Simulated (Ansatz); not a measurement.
A surface is cut from this relaxed crystal of SnO$_{2}$:

```cif
data_structure
_symmetry_space_group_name_H-M 'P4_2/mnm'
_symmetry_Int_Tables_number 136
_cell_length_a 4.7690
_cell_length_b 4.7690
_cell_length_c 3.2121
_cell_angle_alpha 90.000
_cell_angle_beta 90.000
_cell_angle_gamma 90.000
_cell_volume 73.05
loop_
_atom_site_label
_atom_site_type_symbol
_atom_site_symmetry_multiplicity
_atom_site_Wyckoff_symbol
_atom_site_fract_x
_atom_site_fract_y
_atom_site_fract_z
_atom_site_occupancy
Sn1 Sn 2 a 0.00000 0.00000 0.00000 1
O1 O 4 f 0.30628 0.30628 0.00000 1
```

Miller indices refer to the conventional cell of P4_2/mnm (No. 136), a = 4.769 Å, b = 4.769 Å, c = 3.212 Å, α = 90.00°, β = 90.00°, γ = 90.00°. The bulk's gap is 0.92 eV.

The (100) slab of 21 planes, 16.2 Å thick with 15 Å of vacuum as cut; outer planes O (top) and O (bottom).

All numbers below come from DFT PBEsol, scalar-relativistic, plane waves, PAW (Ansatz). Settings: cutoff 420 eV, Γ-centred mesh 8×6×1 on the computed 21-atom cell, Gaussian smearing of 0.05 eV; no spin polarisation. The cell repeats along c with a dipole correction in the vacuum.

Results for the relaxed slab:

* Surface energy (mean of both faces): 1.28 J/m²
* Gap of the slab on the mesh: 1.31 eV
* Bulk valence band top under the vacuum level: 7.98 eV
* Bulk conduction band bottom under the vacuum level: 7.06 eV

Relaxation lowers the energy by 0.290 J/m² a face; the largest move is 0.312 Å.

```tsv
plane (bottom to top)	atoms	spacing to next, bulk (Å)	relaxed (Å)	change (%)
1	O	0.924	1.052	+13.8
2	Sn	0.924	0.856	-7.3
3	O	0.537	0.658	+22.6
4	O	0.924	0.894	-3.2
5	Sn	0.924	0.913	-1.1
6	O	0.537	0.553	+3.1
7	O	0.924	0.918	-0.6
8	Sn	0.924	0.921	-0.4
9	O	0.537	0.543	+1.2
10	O	0.924	0.921	-0.3
11	Sn	0.924	0.921	-0.3
12	O	0.537	0.543	+1.2
13	O	0.924	0.921	-0.4
14	Sn	0.924	0.918	-0.6
15	O	0.537	0.553	+3.1
16	O	0.924	0.913	-1.1
17	Sn	0.924	0.894	-3.2
18	O	0.537	0.658	+22.6
19	O	0.924	0.856	-7.3
20	Sn	0.924	1.052	+13.8
21	O
```